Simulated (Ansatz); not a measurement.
**Si with Mn replacing Si: gradients before and after relaxing the atoms**

Start: a supercell of Si (space group P6_3/mmc) built from a COD entry, with all atoms left at the host's positions.

```yaml
crystal:
  lattice:
    - [11.38440, 0.00000, 0.00000]
    - [-3.79480, 6.57279, 0.00000]
    - [0.00000, 0.00000, 12.70990]
  atoms:
    - { symbol: Mn, position: [0.00000, 0.00000, 0.40620] }
    - { symbol: Si, position: [0.00000, 0.50000, 0.40620] }
    - { symbol: Si, position: [0.33333, 0.00000, 0.40620] }
    - { symbol: Si, position: [0.33333, 0.50000, 0.40620] }
    - { symbol: Si, position: [0.66667, 0.00000, 0.40620] }
    - { symbol: Si, position: [0.66667, 0.50000, 0.40620] }
    - { symbol: Si, position: [0.00000, 0.00000, 0.90620] }
    - { symbol: Si, position: [0.00000, 0.50000, 0.90620] }
    - { symbol: Si, position: [0.33333, 0.00000, 0.90620] }
    - { symbol: Si, position: [0.33333, 0.50000, 0.90620] }
    - { symbol: Si, position: [0.66667, 0.00000, 0.90620] }
    - { symbol: Si, position: [0.66667, 0.50000, 0.90620] }
    - { symbol: Si, position: [0.00000, 0.00000, 0.09380] }
    - { symbol: Si, position: [0.00000, 0.50000, 0.09380] }
    - { symbol: Si, position: [0.33333, 0.00000, 0.09380] }
    - { symbol: Si, position: [0.33333, 0.50000, 0.09380] }
    - { symbol: Si, position: [0.66667, 0.00000, 0.09380] }
    - { symbol: Si, position: [0.66667, 0.50000, 0.09380] }
    - { symbol: Si, position: [0.00000, 0.00000, 0.59380] }
    - { symbol: Si, position: [0.00000, 0.50000, 0.59380] }
    - { symbol: Si, position: [0.33333, 0.00000, 0.59380] }
    - { symbol: Si, position: [0.33333, 0.50000, 0.59380] }
    - { symbol: Si, position: [0.66667, 0.00000, 0.59380] }
    - { symbol: Si, position: [0.66667, 0.50000, 0.59380] }
    - { symbol: Si, position: [0.11111, 0.33333, 0.34370] }
    - { symbol: Si, position: [0.11111, 0.83333, 0.34370] }
    - { symbol: Si, position: [0.44444, 0.33333, 0.34370] }
    - { symbol: Si, position: [0.44444, 0.83333, 0.34370] }
    - { symbol: Si, position: [0.77778, 0.33333, 0.34370] }
    - { symbol: Si, position: [0.77778, 0.83333, 0.34370] }
    - { symbol: Si, position: [0.22222, 0.16667, 0.84370] }
    - { symbol: Si, position: [0.22222, 0.66667, 0.84370] }
    - { symbol: Si, position: [0.55556, 0.16667, 0.84370] }
    - { symbol: Si, position: [0.55556, 0.66667, 0.84370] }
    - { symbol: Si, position: [0.88889, 0.16667, 0.84370] }
    - { symbol: Si, position: [0.88889, 0.66667, 0.84370] }
    - { symbol: Si, position: [0.11111, 0.33333, 0.15630] }
    - { symbol: Si, position: [0.11111, 0.83333, 0.15630] }
    - { symbol: Si, position: [0.44444, 0.33333, 0.15630] }
    - { symbol: Si, position: [0.44444, 0.83333, 0.15630] }
    - { symbol: Si, position: [0.77778, 0.33333, 0.15630] }
    - { symbol: Si, position: [0.77778, 0.83333, 0.15630] }
    - { symbol: Si, position: [0.22222, 0.16667, 0.65630] }
    - { symbol: Si, position: [0.22222, 0.66667, 0.65630] }
    - { symbol: Si, position: [0.55556, 0.16667, 0.65630] }
    - { symbol: Si, position: [0.55556, 0.66667, 0.65630] }
    - { symbol: Si, position: [0.88889, 0.16667, 0.65630] }
    - { symbol: Si, position: [0.88889, 0.66667, 0.65630] }
```

Sites (sets of like atoms) are named by element and the number of their first atom in this list.

The numbers come from a DFT calculation in Ansatz (PBE, plane waves and PAW, scalar-relativistic, collinear spin, 420 eV cutoff, Γ-centred 2×3×2 k-points, Fermi–Dirac smearing 0.01 eV, cell charge -1). Start moments as typed (μB): 4 on each Mn, none on the rest.

The largest force at the start is 0.48 eV/Å. Relaxing the ions at fixed cell moves them by 0.095 Å at most (atom 1, Mn) and 0.035 Å rms.

```tsv
site	atom	moved (Å)	first shell before	first shell after	V_zz before (10²¹ V/m²)	η before
Mn	1	0.095	4 Si at 2.33–2.38 Å	4 Si at 2.35–2.36 Å	-2.40	0.71
Si5	5	0.048	4 Si at 2.33–2.38 Å	4 Si at 2.34–2.36 Å	-0.75	0.89
Si6	6	0.013	4 Si at 2.33–2.38 Å	4 Si at 2.34–2.36 Å	0.86	0.83
Si19	19	0.058	3 Si at 2.33 Å, 1 Mn at 2.38 Å	3 Si at 2.32 Å, 1 Mn at 2.35 Å	-3.27	0.04
Si25	25	0.046	3 Si at 2.33–2.38 Å, 1 Mn at 2.33 Å	3 Si at 2.34–2.35 Å, 1 Mn at 2.35 Å	-2.95	0.33
Si26	26	0.070	1 Mn at 2.33 Å, 3 Si at 2.33–2.38 Å	3 Si at 2.34–2.35 Å, 1 Mn at 2.35 Å	-2.58	0.30
Si30	30	0.071	3 Si at 2.33–2.38 Å, 1 Mn at 2.33 Å	3 Si at 2.34–2.35 Å, 1 Mn at 2.36 Å	-2.60	0.42
Si31	31	0.034	4 Si at 2.33–2.38 Å	4 Si at 2.33–2.36 Å	0.41	0.19
Si35	35	0.020	4 Si at 2.33–2.38 Å	4 Si at 2.33–2.36 Å	0.38	0.27
Si36	36	0.018	4 Si at 2.33–2.38 Å	4 Si at 2.33–2.36 Å	0.39	0.24
Si37	37	0.020	4 Si at 2.33–2.38 Å	4 Si at 2.33–2.35 Å	0.38	0.24
Si38	38	0.013	4 Si at 2.33–2.38 Å	4 Si at 2.33–2.35 Å	0.39	0.23
Si42	42	0.035	4 Si at 2.33–2.38 Å	4 Si at 2.33–2.35 Å	0.42	0.08
Si43	43	0.049	4 Si at 2.33–2.38 Å	4 Si at 2.32–2.36 Å	1.19	0.45
Si47	47	0.039	4 Si at 2.33–2.38 Å	4 Si at 2.32–2.36 Å	1.18	0.53
Si48	48	0.033	4 Si at 2.33–2.38 Å	4 Si at 2.32–2.36 Å	1.19	0.59
```

Problem. What are V_zz and η after the relaxation?

Solution. 

```tsv
site	atom	V_zz after	η after	change of V_zz
Mn	1	-4.90	0.46	-2.50
Si5	5	-0.76	0.45	-0.01
Si6	6	-0.68	0.89	–
Si19	19	-3.57	0.04	-0.30
Si25	25	-2.71	0.07	+0.24
Si26	26	-2.47	0.13	+0.11
Si30	30	-2.36	0.16	+0.24
Si31	31	0.29	0.63	-0.12
Si35	35	-0.25	0.90	–
Si36	36	-0.27	0.75	–
Si37	37	0.25	0.76	–
Si38	38	0.20	0.85	–
Si42	42	-0.21	0.94	–
Si43	43	0.83	0.92	-0.36
Si47	47	-0.90	0.92	–
Si48	48	-0.92	0.94	–
```

The largest change of V_zz along a kept axis is on Mn, from -2.40 to -4.90. In per cent, |V_zz| changes by +104 on Mn, -9 to +9 on Si (all sites that start above 2). Where |V_zz| stays above 0.1 and the axes keep their order, η moves most on Si43, from 0.45 to 0.92. On Si31 V_xx and V_yy change places (or their axes turn by over 50°), so the two values of η hide a larger change. On Si48, Si47, Si6, Si42, Si36, Si38, Si35, Si37 the largest principal value lies along another axis in the second run, so the two V_zz can't be compared directly. The table leaves out 32 of the 48 sites, with |V_zz| up to 0.99; their tensors move by 0.55 at most along any direction. The statements above cover all sites. The host's own positions weren't relaxed first, so part of the change far from the defect can be the host's relaxation.

The defect repeats with the cell of 48 atoms, so it feels its images: sites between two images don't show the values beside a lone defect, and zeros or small values of η there can come from the images' arrangement. Si carries a gradient in the pure host already, so the values there aren't the defect's effect alone. A uniform background compensates the cell's charge. The defect cell has no gap above 0.1 eV on its mesh, so the values can hang on the smearing and the k-mesh.
Before: The neighbours have not yet relaxed around the defect (largest force 0.48 eV/Å), so a real crystal will differ.
